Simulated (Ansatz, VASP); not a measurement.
# Cross-check of SiGe between VASP and Ansatz

Wanted: the spread between two codes on one cell, functional and k mesh. The cell is generated by rule, not measured, and may not be a known phase. Of the first pair: The cell is taken from a series of runs on this material, whose earlier steps may have relaxed, scaled, displaced or heated it; both programs get it as it stands.

Main program and level: Ansatz 0.2.0; plane waves, with VASP 6.6.1 beside it; relaxation of cell and atoms at LDA.

**1. The structure**

It takes space group Pmma (No. 51, orthorhombic). Conventional cell: a = 3.888 Å, b = 3.893 Å, c = 5.498 Å, α = 90.00°, β = 90.00°, γ = 90.00°. Si has 2 Si at 2.35 Å and 2 Ge at 2.38 Å nearest. Ge has 2 Si at 2.38 Å and 2 Ge at 2.42 Å nearest. Farther neighbours are not listed.

**2. VASP: relaxation of cell and atoms, LDA, pair 1**

The relaxed volume is the usual yardstick between codes: in a stiff, nearly cubic crystal its relative difference is about their pressure difference at one cell divided by the bulk modulus.

Lines of VASP's logs that name or quote its potential files are left out, and so is its time.

Contents of INCAR:

```
SYSTEM = SiGe
PREC = Accurate
ENCUT = 500
EDIFF = 1E-07
NELM = 120
ISMEAR = 0
SIGMA = 0.01
LREAL = .FALSE.
ALGO = Normal
GGA = CA
NBANDS = 44
LORBIT = 11
LWAVE = .FALSE.
LCHARG = .FALSE.
ISIF = 3
IBRION = 2
NSW = 80
EDIFFG = -0.005
LASPH = .TRUE.
GGA_COMPAT = .FALSE.
NELMIN = 4
EFERMI = MIDGAP
KPAR = 2
```

Contents of POSCAR:

```
SiGe
1.0
    5.5022250000     -0.0030700000      0.0000000000
   -0.0030700000      5.5022250000      0.0000000000
    0.0000000000      0.0000000000      5.4981860000
Si Ge
4 4
Direct
    0.4999999091      0.9999999999      0.5048814282
    0.9999999999      0.4999999091      0.5048814282
    0.7499999546      0.2500000454      0.7451184809
    0.2500000454      0.7499999546      0.7451184809
    0.0000000000      0.0000000000      0.9945047330
    0.5000000909      0.5000000909      0.9945047330
    0.2500000455      0.2500000455      0.2554951760
    0.7499999545      0.7499999545      0.2554951760
```

Contents of KPOINTS:

```
Automatic mesh
0
Gamma
6 6 6
0 0 0
```

Potentials, in the order of the species: Si and Ge_d (LDA family, release 64).

Launch:

```bash
$ mpirun -np 2 vasp_std
```

Numbers of over 12 decimals in the logs are rounded to 6 here.

The log of the run:

```text
[banner, memory and clock lines left out]
running    2 mpi-ranks, on    1 nodes
 distrk:  each k-point on    1 cores,    2 groups
 distr:  one band on    1 cores,    1 groups

 POSCAR found type information on POSCAR SiGe
 POSCAR found :  2 types and       8 ions
 LDA part: xc-table for (Slater(with rela. corr.)+CA(PZ))
 , standard interpolation
 POSCAR, INCAR and KPOINTS ok, starting setup
 FFT: planning ... GRIDC
 FFT: planning ... GRID_SOFT
 FFT: planning ... GRID
 WAVECAR not read
 entering main loop
       N       E                     dE             d eps       ncg     rms          rms(c)
DAV:   1     0.714238960439E+03    0.71424E+03   -0.33226E+04  5524   0.341E+03
DAV:   2     0.880657401365E+02   -0.62617E+03   -0.60881E+03  4576   0.886E+02
DAV:   3    -0.370719321089E+02   -0.12514E+03   -0.12229E+03  5056   0.213E+02
DAV:   4    -0.452699354857E+02   -0.81980E+01   -0.81486E+01  5644   0.621E+01
DAV:   5    -0.454614741352E+02   -0.19154E+00   -0.19127E+00  5484   0.104E+01    0.863E+00
DAV:   6    -0.448422699428E+02    0.61920E+00   -0.36880E-01  5492   0.298E+00    0.502E+00
DAV:   7    -0.445506768102E+02    0.29159E+00   -0.56848E-01  5288   0.297E+00    0.384E-01
DAV:   8    -0.445532854492E+02   -0.26086E-02   -0.50873E-02  5548   0.167E+00    0.268E-01
DAV:   9    -0.445537074765E+02   -0.42203E-03   -0.29607E-03  5392   0.229E-01    0.107E-01
DAV:  10    -0.445537160564E+02   -0.85799E-05   -0.12869E-04  6124   0.607E-02    0.553E-02
DAV:  11    -0.445537384739E+02   -0.22418E-04   -0.24134E-05  5504   0.243E-02    0.936E-03
DAV:  12    -0.445537367284E+02    0.17454E-05   -0.40167E-06  4716   0.943E-03    0.453E-03
DAV:  13    -0.445537367407E+02   -0.12300E-07   -0.43590E-07  4668   0.437E-03
   1 F= -.44553737E+02 E0= -.44553737E+02  d E =-.445537E+02
 curvature:   0.00 expect dE= 0.000E+00 dE for cont linesearch  0.000E+00
 trial: gam= 0.00000 g(F)=  0.258E-04 g(S)=  0.108E-03 ort = 0.000E+00 (trialstep = 0.100E+01)
 search vector abs. value=  0.134E-03
 bond charge predicted
       N       E                     dE             d eps       ncg     rms          rms(c)
DAV:   1    -0.445549517701E+02   -0.12150E-02   -0.21271E-02  6152   0.176E+00    0.207E-01
DAV:   2    -0.445540960057E+02    0.85576E-03   -0.22983E-03  5968   0.561E-01    0.105E-01
DAV:   3    -0.445538057136E+02    0.29029E-03   -0.64379E-04  6312   0.263E-01    0.272E-02
DAV:   4    -0.445537895590E+02    0.16155E-04   -0.57745E-05  5348   0.852E-02    0.164E-02
DAV:   5    -0.445537853142E+02    0.42449E-05   -0.44657E-06  5992   0.194E-02    0.569E-03
DAV:   6    -0.445537852475E+02    0.66704E-07   -0.54507E-07  4532   0.900E-03
   2 F= -.44553785E+02 E0= -.44553785E+02  d E =-.485067E-04
 trial-energy change:   -0.000049  1 .order   -0.000046   -0.000134    0.000042
 step:   0.7771(harm=  0.7627)  dis= 0.00035  next Energy=   -44.553790 (dE=-0.531E-04)
 reached required accuracy - stopping structural energy minimisation
```

Parts of OUTCAR (step 2):

```text
ion  position               nearest neighbor table
   1  0.500  1.000  0.505-   4 2.35   3 2.35   7 2.38   8 2.38
   2  1.000  0.500  0.505-   3 2.35   4 2.35   7 2.38   8 2.38
   3  0.750  0.250  0.745-   2 2.35   1 2.35   6 2.38   5 2.38
   4  0.250  0.750  0.745-   1 2.35   2 2.35   6 2.38   5 2.38
   5  0.000  0.000  0.995-   3 2.38   4 2.38   7 2.42   8 2.42
   6  0.500  0.500  0.995-   3 2.38   4 2.38   8 2.42   7 2.42
   7  0.250  0.250  0.255-   1 2.38   2 2.38   6 2.42   5 2.42
   8  0.750  0.750  0.255-   1 2.38   2 2.38   6 2.42   5 2.42

  LATTYP: Found a base centered orthorhombic cell.
 ALAT       =     7.7769795826
 B/A-ratio  =     1.0011165352
 C/A-ratio  =     0.7069821827

 Subroutine GETGRP returns: Found  8 space group operations
 (whereof  4 operations were pure point group operations)

The static configuration has the point symmetry C_2v.
 The point group associated with its full space group is D_2h.

 Found     52 irreducible k-points:

   k-points           NKPTS =     52   k-points in BZ     NKDIM =     52   number of bands    NBANDS=     44

   dimension x,y,z NGX =    40 NGY =   40 NGZ =   40
   dimension x,y,z NGXF=    80 NGYF=   80 NGZF=   80

   ENCUT  =  500.0 eV  36.75 Ry    6.06 a.u.  10.03 10.03 10.02*2*pi/ulx,y,z

   NELECT =      72.0000    total number of electrons

 k-points in reciprocal lattice and weights: Automatic mesh
   0.00000000  0.00000000  0.00000000       0.005
   0.16666667  0.00000000  0.00000000       0.019
   0.33333333  0.00000000  0.00000000       0.019
   0.50000000  0.00000000  0.00000000       0.009
   0.16666667  0.16666667  0.00000000       0.009
   0.33333333  0.16666667  0.00000000       0.019
   0.50000000  0.16666667  0.00000000       0.019
  -0.33333333  0.16666667  0.00000000       0.019
  -0.16666667  0.16666667  0.00000000       0.009
[...]
-0.33333333  0.33333333  0.50000000       0.009
   0.50000000  0.50000000  0.50000000       0.005

 average (electrostatic) potential at core
       1 -85.5846       2 -85.5846       3 -85.5846       4 -85.5846       5 -74.4098
       6 -74.4099       7 -74.4098       8 -74.4098

 E-fermi :   5.6186

 k-point     1 :       0.0000    0.0000    0.0000
  band No.  band energies     occupation
    ...
     32       2.4609      2.00000
     33       2.4609      2.00000
     34       5.3331      2.00000
     35       5.4322      2.00000
     36       5.4889      2.00000
     37       5.7483      0.00000
     38       5.7483      0.00000
     39       5.9563      0.00000
     40       6.1776      0.00000
     41       6.3844      0.00000
    ...

 k-point     2 :       0.1667    0.0000    0.0000
  band No.  band energies     occupation
    ...
     32       2.5257      2.00000
     33       2.5379      2.00000
     34       4.4377      2.00000
     35       4.9546      2.00000
     36       4.9961      2.00000
     37       5.8094      0.00000
     38       6.2762      0.00000
     39       6.6014      0.00000
     40       6.6870      0.00000
     41       6.7740      0.00000
    ...

 k-point     3 :       0.3333    0.0000    0.0000
  band No.  band energies     occupation
    ...
     32       2.8699      2.00000
     33       2.8784      2.00000
     34       2.9238      2.00000
     35       4.1657      2.00000
     36       4.1807      2.00000
     37       6.0024      0.00000
     38       6.9956      0.00000
     39       7.2208      0.00000
     40       7.9950      0.00000
     41       8.1089      0.00000
    ...

  Total       -0.0336054     -0.0336054     -0.0359466     -0.0019529      0.0000000      0.0000000
  in kB       -0.3230150     -0.3230150     -0.3455177     -0.0187711      0.0000000      0.0000000
  external PRESSURE =      -0.3305159 kB  Pullay stress =       0.0000000 kB

  energy-cutoff  :      500.00
  volume of cell :      166.69
      direct lattice vectors                 reciprocal lattice vectors
     5.504808096 -0.003481536  0.000000000     0.181659448  0.000114891  0.000000000
    -0.003481536  5.504808096  0.000000000     0.000114891  0.181659448  0.000000000
     0.000000000  0.000000000  5.500641668     0.000000000  0.000000000  0.181796972

 POSITION                                       TOTAL-FORCE (eV/Angst)
 -----------------------------------------------------------------------------------
      2.74892      5.50307      2.77749         0.000000     -0.000000      0.000786
      5.50307      2.74892      2.77749        -0.000000     -0.000000      0.000786
      4.12774      1.37359      4.09831        -0.000000      0.000000     -0.000786
      1.37359      4.12774      4.09831        -0.000000     -0.000000     -0.000786
      5.50481     -0.00348      5.46996         0.000000     -0.000000     -0.002574
      2.75066      2.75066      5.46996         0.000000     -0.000000     -0.002574
      1.37533      1.37533      1.40584         0.000000      0.000000      0.002574
      4.12599      4.12599      1.40584        -0.000000      0.000000      0.002574
 -----------------------------------------------------------------------------------
    total drift:                               -0.000057     -0.000355     -0.000297

  FREE ENERGIE OF THE ION-ELECTRON SYSTEM (eV)
  ---------------------------------------------------
  free  energy   TOTEN  =       -44.5537852475 eV

  energy  without entropy=      -44.5537852475  energy(sigma->0) =      -44.55378525

 reached required accuracy - stopping structural energy minimisation

 total charge
# of ion       s       p       d       tot
------------------------------------------
    1        0.764   0.926   0.000   1.690
    2        0.764   0.926   0.000   1.690
    3        0.764   0.926   0.000   1.690
    4        0.764   0.926   0.000   1.690
    5        1.128   1.343  10.030  12.501
    6        1.128   1.343  10.030  12.501
    7        1.128   1.343  10.030  12.501
    8        1.128   1.343  10.030  12.501
--------------------------------------------------
tot          7.568   9.077  40.119  56.763

[... 3 further parts left out ...]
```

**3. Ansatz: relaxation of cell and atoms, LDA, pair 1**

Ansatz runs on its PAW soft_1 files.

The same cell, functional (in two slightly different forms) and mesh now go to Ansatz, which takes its cutoff from its data sets.

Contents of input.yaml:

```yaml
crystal:
  lattice:
    - [5.5022249558, -0.0030698719, 0.0]
    - [-0.0030698719, 5.5022249558, 0.0]
    - [0.0, 0.0, 5.4981856889]
  atoms:
    - { symbol: Si, position: [0.5, 0.0, 0.5048814993] }
    - { symbol: Si, position: [0.0, 0.5, 0.5048814993] }
    - { symbol: Si, position: [0.75, 0.25, 0.7451185007] }
    - { symbol: Si, position: [0.25, 0.75, 0.7451185007] }
    - { symbol: Ge, position: [0.0, 0.0, -0.0054951812] }
    - { symbol: Ge, position: [0.5, 0.5, -0.0054951812] }
    - { symbol: Ge, position: [0.25, 0.25, 0.2554951812] }
    - { symbol: Ge, position: [0.75, 0.75, 0.2554951812] }
kpoints:
  mp_grid: { grid: [6, 6, 6] }
hamiltonian:
  xc: lda
  pseudopotentials: { kind: paw, azcp: { folder: soft_1 }, xc_functional: pbe }
scf:
  occupations: { method: fixed }
output:
  forces: true
  stress: true
  eigenvalues: true
relax:
  adjacent_minimum: "off"
  f_tol: 0.001
  max_steps: 60
  cell: { stress_tol: 0.01 }
```

Launch:

```bash
$ ansatz run input.yaml --threads 4 --pin off --max-ram 16384MiB --backend cpu --events-out ev --progress --plain --runs-dir out
```

The log of the run:

```text
Engine: ansatz 0.2.0, aarch64-unknown-linux-gnu
Pseudopotentials: kind: paw
Pseudopotential: Si, paw, valence charge 4, recommended cutoff 420 eV (normal), soft_1/Si.paw.azcp
Pseudopotential: Ge, paw, valence charge 14, recommended cutoff 420 eV (normal), soft_1/Ge.paw.azcp
Functional definition: SPW92
  exchange = slater_x
  correlation = pw_c
Crystal: 8 atoms, lattice volume = 166.455 Å³
Basis set: ecut = 420 eV, 3239 PW (Γ)
Bands: 44, of which v1, the nominal top of the filled ones, is band 36 counted from 1 (35 counted from 0)
Symmetry: 16 space group operations
Space group: Pmma (ITA 51), of the structure as read, at distance tolerance 5.5e-5 Å
k-points: 52 of 216
Non-local potential: Si, projectors of the file, l = 0: 2, l = 1: 2, l = 2: 1
Non-local potential: Ge, projectors of the file, l = 0: 2, l = 1: 2, l = 2: 3, l = 3: 1
PAW form: soft (Blöchl's): semilocal exchange-correlation on the pseudo side does not see the compensation charge
PAW frozen core: Si, regenerated for the run's functional, and the local potential with it (the file was generated under x = pbe(κ = 0.804, μ = 0.219515), c = pbe(β = 0.066725))
PAW frozen core: Ge, regenerated for the run's functional, and the local potential with it (the file was generated under x = pbe(κ = 0.804, μ = 0.219515), c = pbe(β = 0.066725))
PAW one-centre angular grid: Si, 110 points (default); XC on 64 Gauss nodes
PAW one-centre angular grid: Ge, 590 points (default); XC on 64 Gauss nodes
Initial density: superposition of atomic densities (chi_scale 0.1, normalization cell, long waves kept (reshape's long-wave potential 0.01 eV rms))
Initial wavefunctions: pseudopotential atomic-orbital guess
Functional: x = slater, c = lda
SCF iter   1: F=—  HF=-19298.253862 eV  |F-HF|=—  |Δ(HF+E_count)|=         —  Δρ=4.20e-2  dr2=2.77e0  ethr=3.10e-3  ⟨swp⟩=5.0  Hψ=8008  notcnv=0  defer=244
preconditioner: auto → Resta (q_TF=auto, 2.373 Å⁻¹)  ε∞=2.7  [insulator: Δε(μ)=0.482 eV  Ē_g=18.581 eV  n_scr=32 (ndim 8)  ℏωp=24.4 eV  f_vac=0.000  ε∞_Penn≈2.7]
SCF iter   2: F=—  HF=-19297.676163 eV  |F-HF|=—  |Δ(HF+E_count)|=   5.78e-1  Δρ=2.33e-2  dr2=8.52e-1  ethr=3.10e-3  ⟨swp⟩=2.0  Hψ=2840  notcnv=0  defer=282
SCF iter   3: F=—  HF=-19297.447436 eV  |F-HF|=—  |Δ(HF+E_count)|=   2.29e-1  Δρ=2.24e-3  dr2=1.30e-2  ethr=1.18e-3  ⟨swp⟩=2.2  Hψ=3096  notcnv=0  defer=296
SCF iter   4: F=—  HF=-19297.438753 eV  |F-HF|=—  |Δ(HF+E_count)|=   8.68e-3  Δρ=1.30e-3  dr2=2.03e-3  ethr=1.80e-5  ⟨swp⟩=3.0  Hψ=4224  notcnv=0  defer=303
SCF iter   5: F=—  HF=-19297.438831 eV  |F-HF|=—  |Δ(HF+E_count)|=   7.81e-5  Δρ=4.32e-4  dr2=2.78e-4  ethr=2.82e-6  ⟨swp⟩=2.0  Hψ=4110  notcnv=0  defer=304
SCF iter   6: F=—  HF=-19297.438975 eV  |F-HF|=—  |Δ(HF+E_count)|=   1.44e-4  Δρ=5.21e-5  dr2=5.73e-6  ethr=3.85e-7  ⟨swp⟩=2.7  Hψ=3013  notcnv=0  defer=280
SCF iter   7: F=—  HF=-19297.438976 eV  |F-HF|=—  |Δ(HF+E_count)|=   3.81e-7  Δρ=7.91e-6  dr2=1.03e-7  ethr=7.95e-9  ⟨swp⟩=2.0  Hψ=3036  notcnv=0  defer=191
SCF iter   8: F=-19297.438976 eV  HF=-19297.438976 eV  |F-HF|=1.76e-9  |Δ(HF+E_count)|=   6.91e-8  Δρ=1.31e-6  dr2=1.44e-9  ethr=1.39e-10  ⟨swp⟩=12.5  Hψ=10869  notcnv=0
SCF 1 converged in 8 iterations: F = -19297.438976 eV  dr2 = 1.44e-9
  greatest PAW one-centre occupation: 0.998 electrons in one spin orbital (limit 2), on the Ge atom at site 7 (counted from 0), in its partial waves of l = 2
relax step   1: F+E_penalty+E_count = -19297.43897579 eV  Δ(F+E_penalty+E_count) = +0.000e0 eV  max|allowed force component| = 1.124e-3 eV/Å  Δτ_max = 0.0000 Å  P = +0.007 GPa  Ω = 166.455 Å³  (8 SCF iters, dr2 threshold 1.00e-7 eV, accepted)
[...]
relax step   2: F+E_penalty+E_count = -19297.43897680 eV  Δ(F+E_penalty+E_count) = -1.009e-6 eV  max|allowed force component| = 1.954e-3 eV/Å  Δτ_max = 0.0002 Å  P = +0.001 GPa  Ω = 166.466 Å³  energy of the carried Pulay correction = -1.583e-6 eV  (4 SCF iters, dr2 threshold 2.04e-9 eV, accepted)
[...]
relax step   3: F+E_penalty+E_count = -19297.43897762 eV  Δ(F+E_penalty+E_count) = -8.228e-7 eV  max|allowed force component| = 5.272e-4 eV/Å  Δτ_max = 0.0001 Å  P = +0.000 GPa  Ω = 166.468 Å³  energy of the carried Pulay correction = -1.790e-6 eV  (4 SCF iters, dr2 threshold 2.39e-10 eV, accepted)
[...]
relax step   4: F+E_penalty+E_count = -19297.43897986 eV  Δ(F+E_penalty+E_count) = -2.244e-6 eV  max|allowed force component| = 5.263e-4 eV/Å  Δτ_max = 0.0000 Å  P = +0.000 GPa  Ω = 166.468 Å³  stress off target by 1.73e-3 GPa  SCF on the basis re-selected at this cell (its energy is not comparable with the rows above)  (5 SCF iters)
basis re-selected at this cell: Δ(F+E_penalty+E_count) = -2.244e-6 eV, ΔP = +0.000 GPa vs the last step (what re-selecting the basis moved, of the pressure what is left beyond the Pulay correction that the steps carried, after the strain that the cell walked since its last selection, with what the two solves' SCF thresholds leave and, on support functions, any second-order correction that the steps lacked; it is no m [...]
SCF converged after 5 iterations
Free energy (F): -19297.438980 eV
Harris-Foulkes:  -19297.438980 eV  (|F-HF|=0.00e0)
Internal energy: -19297.438980 eV  (E = F + TS)
E sigma→0 (E₀):  -19297.438980 eV
Fermi energy:    7.537346 eV
--- Per-component energies (eV) ---
  E_band       = -616.839722
  E_kinetic    = 538.348505
  E_local      = -10370.976627  (includes V_loc(G=0)·N_el)
  E_nonlocal   = 981.029012
  E_hartree    = 4941.925800
  E_xc         = -510.867772
  E_vxc        = -456.318576  (∫ρ·V_xc dr)
  E_paw        = -9679.756975  (= ΣΔE_a)
  E_vpaw       = -1192.773883  (= ΣTr[D̂ρ^β])
  E_aug_tail   = 0.000241  (compensation charges beyond the density's cutoff)
  E_ewald      = -5205.111793
  E_core_change = 7.970629  (= ΣΔE_core)
  E_smearing   = -0.000000  (= −TS)
  E_closure    = 0.000000  (closes the sum)
  Σ components = -19297.438980   (vs F -19297.438980, Δ=0.00e0)
--- Forces (eV/Å), atoms counted from 1 ---
  atom   1  Si    -0.00000000     0.00000000     0.00052627
  atom   2  Si    -0.00000000     0.00000000     0.00052627
  atom   3  Si    -0.00000000     0.00000000    -0.00052627
  atom   4  Si    -0.00000000     0.00000000    -0.00052627
  atom   5  Ge     0.00000000     0.00000000     0.00038968
  atom   6  Ge     0.00000000    -0.00000000     0.00038968
  atom   7  Ge     0.00000000    -0.00000000    -0.00038968
  atom   8  Ge     0.00000000    -0.00000000    -0.00038968
  max |Σ_I F_I| component: 8.67e-18 eV/Å
--- Stress (GPa, compression-positive) ---
        0.000319      -0.001411       0.000000
       -0.001411       0.000319       0.000000
        0.000000       0.000000       0.000602
  P = ⅓ Tr σ = 0.0004 GPa (0.004 kbar)
--- Band table (eV; the first three rows and the last of 52) ---
  k-point 0: bands = [... 32 lower, 4.5060, 7.3821, 7.4804, 7.5373, 7.7957, 7.7957, 8.0035, 8.2228, ... 4 higher]
  k-point 1: bands = [... 32 lower, 4.5476, 6.4598, 7.0138, 7.0668, 7.8809, 8.4700, 8.4700, 8.5783, ... 4 higher]
  k-point 2: bands = [... 32 lower, 4.8943, 4.9742, 6.1984, 6.2640, 7.9898, 8.9738, 9.5949, 9.9977, ... 4 higher]
  k-point 51: bands = [... 32 lower, 6.1631, 6.1631, 6.1947, 6.4795, 7.8388, 8.3064, 8.3064, 8.7855, ... 4 higher]
--- Relaxed structure (3 steps of the walk, 3 accepted, 1 SCFs on fresh bases) ---
  F+E_penalty+E_count = -19297.43897986 eV   max|allowed force component| = 5.263e-4 eV/Å   (the final SCF, on the basis selected at the relaxed cell)
  cell:  # Å, volume = 166.4677 Å³
    - [5.502294, -0.00386236, 0.0]
    - [-0.00386236, 5.502294, 0.0]
    - [0.0, 0.0, 5.498480]
  atoms:
    - { symbol: Si, position: [0.5, 0, 0.504869] }
    - { symbol: Si, position: [0, 0.5, 0.504869] }
    - { symbol: Si, position: [0.75, 0.25, 0.745131] }
    - { symbol: Si, position: [0.25, 0.75, 0.745131] }
    - { symbol: Ge, position: [0, 0, -0.00551851] }
    - { symbol: Ge, position: [0.500000, 0.500000, -0.00551851] }
    - { symbol: Ge, position: [0.250000, 0.250000, 0.255519] }
    - { symbol: Ge, position: [0.750000, 0.750000, 0.255519] }
```

In the SCF lines HF is the Harris–Foulkes energy and dr2 the Hartree energy of the density residual, in eV; the loop may stop once dr2 is under the threshold and the program's other checks hold. Hψ counts applications of the Hamiltonian.

**4. Differences**

Known differences besides the potentials themselves: the two LDA forms differ slightly; fixed occupations in Ansatz, narrow Gaussian smearing in VASP; the cutoff is 420 eV in Ansatz and 500 eV in VASP; VASP's log shows a relativistic correction to its local exchange, Ansatz's none; Ansatz adds a Pulay correction to the stress that steers its cell, VASP none. Total energies have different zeros and are not compared.

The two programs side by side:

```csv
quantity,Ansatz,VASP,difference
volume (Å³),166.47,166.69,-0.13 %
"edge a after relaxation, in the typed setting (Å)",5.502,5.505,-0.05 %
"edge c after relaxation, in the typed setting (Å)",5.498,5.501,-0.04 %
```

[end of part 1 of 2]

[Lines on the potential files, build, host, timing and source positions are cut from VASP's logs without a mark.]

[Logs are printed without paths, hosts, clocks, repeated set-up lines and the standing remarks that a program may print on its own settings, such as how far it seeks lower states.]

[Hosts, paths, dates, database ids (printed as entryN), source tags and the programs' standing remarks are cut or masked in the printed files.]
